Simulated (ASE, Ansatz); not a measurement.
# Twisted silicene bilayer, 87.80° (52 atoms): support functions against a reference

Wanted: errors and times of a linear-scaling basis for twisted silicene bilayer, 87.80° (52 atoms). A setting counts as converged where the r.m.s. difference of forces stays under 1 % of the r.m.s. force.

Program: Ansatz 0.2.0. Level of theory: Kohn-Sham DFT, PBE+D3(BJ), PAW (set soft_2), plane waves. Values are calculated unless marked as measured.

## Step 1: Starting point

The cell holds 52 atoms: 52 Si. Its edges and angles: a = 13.917 Å, b = 13.917 Å, c = 18.140 Å, α = 90.0°, β = 90.0°, γ = 120.0°. It derives from Si (silicene). Silicene (a = 3.86 Å) under silicene (a = 3.86 Å), bilayer, commensurate cell of 13 unit cells a layer, twist 87.80 deg; facing planes 3.26 Å apart; 14 Å of vacuum; layers as built, displaced by a Gaussian of 0.01 Å. Regions: layer 1, 26 atoms (26 Si); layer 2, 26 atoms (26 Si). Vacuum lies along c.

Before any run, some limits are plain. One k-point is far too coarse for the carbon or group-IV sheet, and it can put spurious forces of up to about 1 eV/Å on the sheet's atoms. Beside vacuum, support functions can miss their usual error bounds without a warning. Sampling is at Γ alone, for a cell whose shortest periodic width is 12 Å.

## Step 2: Plane-wave single point

The first run fixes the reference, at a cutoff of 420 eV.

Input file input.yaml:

```yaml
crystal:
  lattice:
    - [13.9174, 0.0, 0.0]
    - [-6.9587, 12.05282, 0.0]
    - [0.0, 0.0, 18.14]
  atoms:
    - { symbol: Si, position: [0.12769, 0.1785, 0.40975] }
    - { symbol: Si, position: [0.17861, 0.05032, 0.38662] }
    - { symbol: Si, position: [0.2054, 0.48788, 0.40989] }
    - { symbol: Si, position: [0.25591, 0.35772, 0.385] }
    - { symbol: Si, position: [0.28195, 0.79325, 0.41056] }
    - { symbol: Si, position: [0.33273, 0.66615, 0.38513] }
    - { symbol: Si, position: [0.35922, 0.10249, 0.40931] }
    - { symbol: Si, position: [0.40921, 0.97458, 0.38654] }
    - { symbol: Si, position: [0.43669, 0.41053, 0.41062] }
    - { symbol: Si, position: [0.48667, 0.28359, 0.38585] }
    - { symbol: Si, position: [0.5132, 0.71753, 0.4106] }
    - { symbol: Si, position: [0.5643, 0.58899, 0.38673] }
    - { symbol: Si, position: [0.59105, 0.02664, 0.40987] }
    - { symbol: Si, position: [0.64048, 0.89676, 0.38731] }
    - { symbol: Si, position: [0.66767, 0.33449, 0.41003] }
    - { symbol: Si, position: [0.71787, 0.20521, 0.38665] }
    - { symbol: Si, position: [0.74502, 0.64089, 0.41043] }
    - { symbol: Si, position: [0.79461, 0.51244, 0.3865] }
    - { symbol: Si, position: [0.82084, 0.94955, 0.41016] }
    - { symbol: Si, position: [0.8736, 0.82188, 0.38622] }
    - { symbol: Si, position: [0.89785, 0.25696, 0.41033] }
    - { symbol: Si, position: [0.94869, 0.12798, 0.38632] }
    - { symbol: Si, position: [0.97468, 0.56452, 0.41055] }
    - { symbol: Si, position: [0.02421, 0.4347, 0.3853] }
    - { symbol: Si, position: [0.05127, 0.87173, 0.41117] }
    - { symbol: Si, position: [0.10297, 0.7441, 0.38569] }
    - { symbol: Si, position: [0.87139, 0.68208, 0.61435] }
    - { symbol: Si, position: [0.8209, 0.50453, 0.59031] }
    - { symbol: Si, position: [0.94934, 0.45161, 0.61432] }
    - { symbol: Si, position: [0.8978, 0.27307, 0.59018] }
    - { symbol: Si, position: [0.17941, 0.7591, 0.61487] }
    - { symbol: Si, position: [0.12731, 0.57969, 0.58981] }
    - { symbol: Si, position: [0.79464, 0.91408, 0.61517] }
    - { symbol: Si, position: [0.74273, 0.73267, 0.58998] }
    - { symbol: Si, position: [0.02531, 0.22166, 0.61406] }
    - { symbol: Si, position: [0.97353, 0.04106, 0.59003] }
    - { symbol: Si, position: [0.25492, 0.52849, 0.61389] }
    - { symbol: Si, position: [0.20509, 0.34947, 0.59003] }
    - { symbol: Si, position: [0.48481, 0.83551, 0.61383] }
    - { symbol: Si, position: [0.4351, 0.65656, 0.59005] }
    - { symbol: Si, position: [0.1021, 0.99101, 0.61288] }
    - { symbol: Si, position: [0.05095, 0.81138, 0.58951] }
    - { symbol: Si, position: [0.3307, 0.29704, 0.6138] }
    - { symbol: Si, position: [0.28213, 0.11966, 0.58973] }
    - { symbol: Si, position: [0.56577, 0.60719, 0.61425] }
    - { symbol: Si, position: [0.51219, 0.42604, 0.58972] }
    - { symbol: Si, position: [0.41092, 0.06679, 0.61355] }
    - { symbol: Si, position: [0.35826, 0.88716, 0.59042] }
    - { symbol: Si, position: [0.6411, 0.37476, 0.61366] }
    - { symbol: Si, position: [0.59128, 0.19597, 0.59017] }
    - { symbol: Si, position: [0.7157, 0.14301, 0.61486] }
    - { symbol: Si, position: [0.66621, 0.96478, 0.58937] }
kpoints:
  mp_grid: { grid: [1, 1, 1] }
hamiltonian:
  xc: pbe
  dispersion: d3bj
scf:
  occupations: { method: fermi_dirac, width: 0.025 }
output:
  forces: true
  populations: true
  dos:
    method: { smearing: { sigma: 0.08 } }
    de: 0.1
    projected:
      site_lists:
        Si: [Si]
        layer_1: [0, 1, 2, 3, 4, 5, 6, 7, 8, 9, 10, 11, 12, 13, 14, 15, 16, 17, 18, 19, 20, 21, 22, 23, 24, 25]
        layer_2: [26, 27, 28, 29, 30, 31, 32, 33, 34, 35, 36, 37, 38, 39, 40, 41, 42, 43, 44, 45, 46, 47, 48, 49, 50, 51]
  eigenvalues: true
  write_density: true
  write_potential: true
  volumetric_format: npy
```

Run with:

```bash
$ ansatz run input.yaml --threads 8 --pin off --max-ram 15872MiB --backend cpu --events-out ev --progress --plain --runs-dir out
```

What it wrote:

```text
Engine: ansatz 0.2.0, aarch64-unknown-linux-gnu
Pseudopotentials: kind: paw
Pseudopotential: Si, paw, valence charge 4, recommended cutoff 420 eV (normal), Si.paw.azcp
Functional definition: PBE
  parameter kappa = 0.804
  parameter beta = 0.066725
  exchange = pbe_x(kappa = kappa, mu = beta*pi^2/3)
  correlation = pbe_c(beta = beta)
Crystal: 52 atoms, lattice volume = 3042.875 Å³
Basis set: ecut = 420 eV, 59527 PW (Γ), exchange–correlation on 192×192×250 points (8 copies of the dense FFT grid, shifted against one another)
Bands: 156, of which v1, the nominal top of the filled ones, is band 104 counted from 1 (103 counted from 0)
Symmetry: 1 space group operations
Space group: P1 (ITA 1), of the structure as read, at distance tolerance 1.4e-4 Å
k-points: 1
Non-local potential: Si, projectors of the file, l = 0: 2, l = 1: 2, l = 2: 2
PAW form: soft (Blöchl's): semilocal exchange-correlation on the pseudo side does not see the compensation charge
PAW one-centre angular grid: Si, 110 points (default); XC on 64 Gauss nodes
Initial density: superposition of atomic densities (neutral atoms: chi_scale 0, normalization atom), corrected by the library's trained network
Initial wavefunctions: pseudopotential atomic-orbital guess
Functional: x = pbe(κ = 0.804, μ = 0.219515), c = pbe(β = 0.066725)
SCF iter   1: F=—  HF=-33043.578228 eV  |F-HF|=—  |Δ(HF+E_count)|=         —  Δρ=1.94e-3  dr2=4.72e-1  ethr=1.77e-3  ⟨swp⟩=8.0  Hψ=871  notcnv=0  defer=22
preconditioner: auto → LDOS  [metal: Δε(μ)=0.041 eV  Ē_g=7.020 eV  σ=0.025 eV  W_gap=0.39  n_scr=286 (ndim 8)  ℏωp=9.7 eV  f_vac=0.528  D(μ)=33.94/eV (n_scr^D=134)  β→1.0]
SCF iter   2: F=—  HF=-33043.552782 eV  |F-HF|=—  |Δ(HF+E_count)|=   2.54e-2  Δρ=1.07e-3  dr2=9.79e-2  ethr=2.27e-4  ⟨swp⟩=4.0  Hψ=307  notcnv=0  defer=40
SCF iter   3: F=—  HF=-33043.542879 eV  |F-HF|=—  |Δ(HF+E_count)|=   9.90e-3  Δρ=3.76e-4  dr2=1.70e-2  ethr=4.71e-5  ⟨swp⟩=3.0  Hψ=216  notcnv=0  defer=40
SCF iter   4: F=—  HF=-33043.541027 eV  |F-HF|=—  |Δ(HF+E_count)|=   1.85e-3  Δρ=1.68e-4  dr2=4.38e-3  ethr=8.18e-6  ⟨swp⟩=2.0  Hψ=189  notcnv=0  defer=40
SCF iter   5: F=—  HF=-33043.540608 eV  |F-HF|=—  |Δ(HF+E_count)|=   4.19e-4  Δρ=8.73e-5  dr2=8.27e-4  ethr=2.11e-6  ⟨swp⟩=2.0  Hψ=182  notcnv=0  defer=40
SCF iter   6: F=—  HF=-33043.540522 eV  |F-HF|=—  |Δ(HF+E_count)|=   8.60e-5  Δρ=4.67e-5  dr2=2.33e-4  ethr=3.98e-7  ⟨swp⟩=2.0  Hψ=221  notcnv=0  defer=40
SCF iter   7: F=—  HF=-33043.540478 eV  |F-HF|=—  |Δ(HF+E_count)|=   4.40e-5  Δρ=2.74e-5  dr2=9.21e-5  ethr=1.12e-7  ⟨swp⟩=2.0  Hψ=191  notcnv=0  defer=40
SCF iter   8: F=—  HF=-33043.540670 eV  |F-HF|=—  |Δ(HF+E_count)|=   1.92e-4  Δρ=1.44e-5  dr2=2.53e-5  ethr=4.43e-8  ⟨swp⟩=2.0  Hψ=202  notcnv=0  defer=40
SCF iter   9: F=—  HF=-33043.540668 eV  |F-HF|=—  |Δ(HF+E_count)|=   2.17e-6  Δρ=7.28e-6  dr2=6.79e-6  ethr=1.22e-8  ⟨swp⟩=2.0  Hψ=193  notcnv=0  defer=40
SCF iter  10: F=—  HF=-33043.540668 eV  |F-HF|=—  |Δ(HF+E_count)|=   3.49e-8  Δρ=3.50e-6  dr2=1.29e-6  ethr=3.27e-9  ⟨swp⟩=2.0  Hψ=195  notcnv=0  defer=40
SCF iter  11: F=—  HF=-33043.540668 eV  |F-HF|=—  |Δ(HF+E_count)|=   9.67e-8  Δρ=1.57e-6  dr2=4.49e-7  ethr=6.23e-10  ⟨swp⟩=2.0  Hψ=183  notcnv=0  defer=40
SCF iter  12: F=-33043.540668 eV  HF=-33043.540668 eV  |F-HF|=6.65e-9  |Δ(HF+E_count)|=   7.95e-9  Δρ=7.61e-7  dr2=6.01e-8  ethr=4.81e-11  ⟨swp⟩=18.0  Hψ=1600  notcnv=0
SCF 1 converged in 12 iterations: F = -33043.540668 eV  dr2 = 6.01e-8
  greatest PAW one-centre occupation: 0.649 electrons in one spin orbital (limit 2), on the Si atom at site 17 (counted from 0), in its partial waves of l = 0
SCF converged after 12 iterations
Free energy (F): -33043.540668 eV
Harris-Foulkes:  -33043.540668 eV  (|F-HF|=6.65e-9)
Internal energy: -33043.476220 eV  (E = F + TS)
E sigma→0 (E₀):  -33043.508444 eV
Entropy (-TS):   -0.064449 eV (-1.239 meV/atom)
Fermi energy:    -0.823528 eV
--- Per-component energies (eV) ---
  E_band       = -1214.527759
  E_kinetic    = 2029.268844
  E_local      = -29760.754591  (includes V_loc(G=0)·N_el)
  E_nonlocal   = 1356.418752
  E_hartree    = 13827.296861
  E_xc         = -2826.571192
  E_vxc        = -2370.580994  (∫ρ·V_xc dr)
  E_paw        = -26659.387000  (= ΣΔE_a)
  E_vpaw       = -123.468008  (= ΣTr[D̂ρ^β])
  E_aug_tail   = 0.000330  (compensation charges beyond the density's cutoff)
  E_ewald      = 9004.410230
  E_disp       = -14.158452  (pairwise vdW)
  E_smearing   = -0.064449  (= −TS)
  E_closure    = 0.000000  (closes the sum)
  Σ components = -33043.540668   (vs F -33043.540668, Δ=0.00e0)
--- Forces (eV/Å), atoms counted from 1 ---
  atom   1  Si     0.07426651    -0.00627733     0.37725387
  atom   2  Si     0.09741720     0.24085581    -0.04860060
  atom   3  Si    -0.35126040    -0.43535463     0.40294537
  atom   4  Si     0.13123290     0.16732367     0.06541628
  atom   5  Si     0.06570896     0.09487724     0.52422209
  atom   6  Si     0.07604106     0.22769752    -0.01139080
  atom   7  Si    -0.31800130     0.46716125     0.53717720
  atom   8  Si     0.67370826    -0.12440825     0.07577257
  atom   9  Si    -0.38319040     0.08292367     0.60026272
  atom  10  Si     0.42929267    -0.41498281    -0.03327091
  atom  11  Si    -0.02357812    -0.06917343     0.52897863
  atom  12  Si     0.20357854     0.16816664    -0.22309680
  atom  13  Si    -0.49904153    -0.20152294     0.38735458
  atom  14  Si     0.03337699    -0.12095698    -0.00801215
[...]
atom  51  Si     0.60974560    -0.03689856     0.13020542
  atom  52  Si    -0.28153146     0.02566123    -0.41276580
  max |Σ_I F_I| component: 4.66e-5 eV/Å
--- Band table (eV) ---
  k-point 0: bands = ["-12.1855", "-11.8242", "-11.3291", "-11.3140", [... 140 levels ...], "1.8002", "1.8067", "1.8183", "1.8440", "1.8940", "2.0037", "2.0278", "2.0628", "2.0833", "2.1413", "2.1729", "2.1833"]
--- Löwdin populations: 52 sites ---
  site symbol       q [e]
     0     Si      3.9622
     1     Si      3.9434
     2     Si      3.9414
[...]
51     Si      3.9536
  spilling = 0.012593 (of n_electrons = 208.000000)
```

The job ended after 11 s (8 threads of Arm Neoverse V2, shared host; peak memory 2.1 GiB; 81 s of CPU time).

The column dr2 measures how far the density is from self-consistency, as an energy; F and HF (Harris–Foulkes) agree once it is small.

The run gave:

- free energy: -33043.5407 eV
- free energy per atom: -635.4527 eV/atom
- SCF cycles: 12
- r.m.s. force component: 0.2966 eV/Å
- longest force: 0.8145 eV/Å
- Fermi energy: -0.8235 eV
- levels partly filled by over 2 per cent: 2
- potential in mid-vacuum, over the Fermi level: 4.628 eV
- potential 4.5 Å over the upper face: 4.628 eV
- potential 4.5 Å under the lower face: 4.628 eV
- spilling of the projection: 0.01259

Length of the force by element and coordination:

```csv
element,coordination,atoms,mean length of the force (eV/Å),spread,least,most
Si,all,52,0.479,0.185,0.126,0.815
```

The mean of these charges, 0.050 e, is only the charge that the projection spills.

Löwdin charges by element and coordination (they lack the spilled electrons, 0.050 e an atom on average):

```csv
element,coordination,atoms,mean charge (e),spread,least,most
Si,all,52,0.0504,0.0098,0.0335,0.0698
```

By region:

```csv
region,atoms,mean length of the force (eV/Å)
layer 1,26,0.478
layer 2,26,0.481
```

States in the cell by windows of 1 eV, zero at the Fermi level; the larger projections on atomic orbitals stand beside the total:

```csv
from (eV),to (eV),total,Si p,layer 1,layer 2,Si s
-12,-11,2.8,0.1,1.4,1.4,2.7
-11,-10,24.7,5.5,12.3,12.2,19.0
-10,-9,3.8,1.2,1.9,1.8,2.6
-9,-8,20.6,6.4,10.2,10.3,14.0
-8,-7,21.6,11.1,10.7,10.7,10.2
-7,-6,2.4,1.2,1.2,1.2,1.1
-6,-5,1.4,0.8,0.7,0.7,0.6
-5,-4,24.3,14.9,12.0,12.0,9.1
-4,-3,35.3,33.3,17.4,17.4,1.5
-3,-2,27.0,26.0,13.3,13.3,0.7
-2,-1,32.0,30.6,15.8,15.8,1.0
-1,0,11.7,10.8,5.7,5.7,0.6
0,1,12.5,11.3,6.0,6.0,0.6
1,2,30.6,19.5,14.0,14.0,8.5
```

The curve was stored every 0.100 eV, coarse against its broadening of 0.08 eV, so these counts are rough.

The levels nearest the highest filled one (over half full), pooled over k-points and spins:

```csv
level less the highest filled one (eV),occupation
-0.774,2
-0.630,2
-0.608,2
-0.299,2
-0.283,2
0,1.31
0.0323,0.688
0.248,0
0.268,0
0.514,0
0.528,0
0.650,0
```

Planar average of the electrostatic potential energy along the normal, with the Fermi level as zero, after a running mean with a triangular window 4 Å wide at its base:

```csv
height (Å),potential energy (eV)
0.0,4.63
0.6,4.63
1.0,4.63
1.6,4.63
2.0,4.63
2.6,4.62
3.0,4.62
3.6,4.58
4.1,4.47
4.6,3.94
5.1,2.88
5.7,0.35
6.2,-2.81
6.7,-4.89
7.3,-6.06
7.7,-5.27
8.3,-2.96
8.7,-1.50
9.3,-1.21
9.7,-2.37
10.3,-4.74
10.7,-5.94
11.3,-5.42
11.8,-3.59
12.3,-0.45
12.9,2.34
13.4,3.66
13.9,4.40
14.4,4.55
14.9,4.61
15.4,4.62
16.0,4.63
16.4,4.63
17.0,4.63
17.4,4.63
18.0,4.63
```

Electrostatic potential energy in the ca plane at fractional y = 0.041, with atoms of Si within 0.2 Å of it. With pseudopotentials it is smooth inside the atoms' cores, unlike the true potential.

Values in eV, 13 rows by 16 columns, each cell a mean:
```
  4   4   4   4   4   1  -2   2  -5 -23  -7   3   4   4   4   4
  4   4   4   4   4   0  -6   1   2  -3   1   3   4   4   4   4
  4   4   4   4   4   2   0   2   3   1   2   4   4   4   4   4
  4   4   4   4   4   3   1   3   1  -7   0   4   4   4   4   4
  4   4   4   4   4   0 -16  -5   2  -4   0   4   4   4   4   4
  4   4   4   4   4  -2 -21  -8   3   2   2   4   4   4   4   4
  4   4   4   4   3  -1  -7   1   3  -1   0   3   4   4   4   4
  4   4   4   4   3  -2 -11   1   1 -19 -15   2   4   4   4   4
  4   4   4   4   4   0 -15  -3   2 -10  -7   3   4   4   4   4
  4   4   4   4   3   0  -8   0   1  -6   0   3   4   4   4   4
  4   4   4   4   3 -12 -23  -1   2  -9  -4   3   4   4   4   4
  4   4   4   4   3  -3 -10   1   2 -15 -10   3   4   4   4   4
  4   4   4   4   4   3   2   3  -1 -15  -3   3   4   4   4   4
```
Columns run along c (18.1 Å; values clipped at the 3rd and 97th percentile), rows up along a (13.9 Å). Atoms in or near the plane, at fractional coordinates: Si at (0.39, 0.18), Si at (0.41, 0.59), Si at (0.59, 0.97).

Valence density in the ca plane at fractional y = 0.041, with atoms of Si within 0.2 Å of it. It is the smooth field of the valence electrons, not physical close to the nuclei.

Values in e/Å³, 13 rows by 16 columns, each cell a mean:
```
0.00 0.00 0.00 0.00 0.01 0.10 0.21 0.08 0.17 0.23 0.18 0.02 0.00 0.00 0.00 0.00
0.00 0.00 0.00 0.00 0.01 0.18 0.47 0.15 0.07 0.19 0.10 0.01 0.00 0.00 0.00 0.00
0.00 0.00 0.00 0.00 0.01 0.06 0.14 0.06 0.04 0.10 0.06 0.01 0.00 0.00 0.00 0.00
0.00 0.00 0.00 0.00 0.00 0.04 0.08 0.04 0.11 0.37 0.18 0.02 0.00 0.00 0.00 0.00
0.00 0.00 0.00 0.00 0.01 0.11 0.27 0.17 0.10 0.33 0.18 0.02 0.00 0.00 0.00 0.00
0.00 0.00 0.00 0.00 0.01 0.14 0.29 0.21 0.04 0.06 0.04 0.01 0.00 0.00 0.00 0.00
0.00 0.00 0.00 0.00 0.01 0.15 0.34 0.11 0.04 0.13 0.10 0.01 0.00 0.00 0.00 0.00
0.00 0.00 0.00 0.00 0.02 0.20 0.45 0.13 0.08 0.28 0.26 0.04 0.00 0.00 0.00 0.00
0.00 0.00 0.00 0.00 0.01 0.14 0.42 0.18 0.08 0.30 0.22 0.03 0.00 0.00 0.00 0.00
0.00 0.00 0.00 0.00 0.01 0.16 0.40 0.14 0.10 0.28 0.13 0.01 0.00 0.00 0.00 0.00
0.00 0.00 0.00 0.00 0.02 0.24 0.24 0.13 0.10 0.46 0.26 0.02 0.00 0.00 0.00 0.00
0.00 0.00 0.00 0.00 0.01 0.15 0.26 0.09 0.08 0.35 0.27 0.03 0.00 0.00 0.00 0.00
0.00 0.00 0.00 0.00 0.00 0.04 0.07 0.04 0.14 0.42 0.22 0.02 0.00 0.00 0.00 0.00
```
Columns run along c (18.1 Å), rows up along a (13.9 Å). Atoms in or near the plane, at fractional coordinates: Si at (0.39, 0.18), Si at (0.41, 0.59), Si at (0.59, 0.97).

Löwdin charges run from +0.03 to +0.07 e, about a mean that is the spilled charge alone. Within 0.4 eV of the Fermi level the largest share is Si p (95 % of the projected weight). The potential stands 4.63 eV above the Fermi level over the upper face and 4.63 eV under the lower one, a reading of the work function, with no dipole correction.

## Step 3: Distances and neighbours

Bonds and neighbours are counted at the geometry of the runs.

Normalised to the volume that the atoms fill. Pair distribution function in bins of 0.2 Å:

```csv
r (Å),total
2.20,4.55
2.40,0.06
2.60,0.00
2.80,0.00
3.00,0.00
3.20,0.03
3.40,0.13
3.60,0.07
3.80,3.50
4.00,0.29
4.20,0.29
4.40,1.54
4.60,0.41
4.80,0.25
5.00,0.40
5.20,0.26
5.40,0.23
5.60,0.35
5.80,0.53
6.00,1.32
6.20,0.23
6.40,0.33
6.60,1.09
6.80,0.38
7.00,0.19
7.20,0.27
7.40,0.20
7.60,0.26
```

Bonds by pair of elements; cutoffs follow the first minimum of g(r), held within bounds set by covalent radii, and pairs that aren't listed don't count as bonded:

```csv
pair A-B,cutoff (Å),bonds,mean length (Å),spread (Å),shortest (Å),B about A,A about B
Si-Si,2.68,78,2.27,0.015,2.24,3,3
```

How many atoms have how many bonded neighbours:

```csv
element,mean,3
Si,3,52
```

Bond angles, per cent of each kind in bins of 5°:

```csv
angle (°),Si-Si-Si
110–115,0.6
115–120,99.4
```

Bond angles (no mean is given where the spread exceeds 20°):

```csv
angle,count,mean (°),spread (°)
Si-Si-Si,156,116,0.5
```

With the cutoffs above, all Si atoms have 3 bonded neighbours. The Si-Si-Si angle averages 116° with a spread of 0.5°.

(Part 1 of 2 ends here.)

[Long decimals in the printed logs are rounded to 6 places.]

[Logs are printed without paths, hosts, clocks, repeated set-up lines and the standing remarks that a program may print on its own settings, such as how far it seeks lower states.]

[Hosts, paths, dates, database ids (printed as entryN), source tags and the programs' standing remarks are cut or masked in the printed files.]
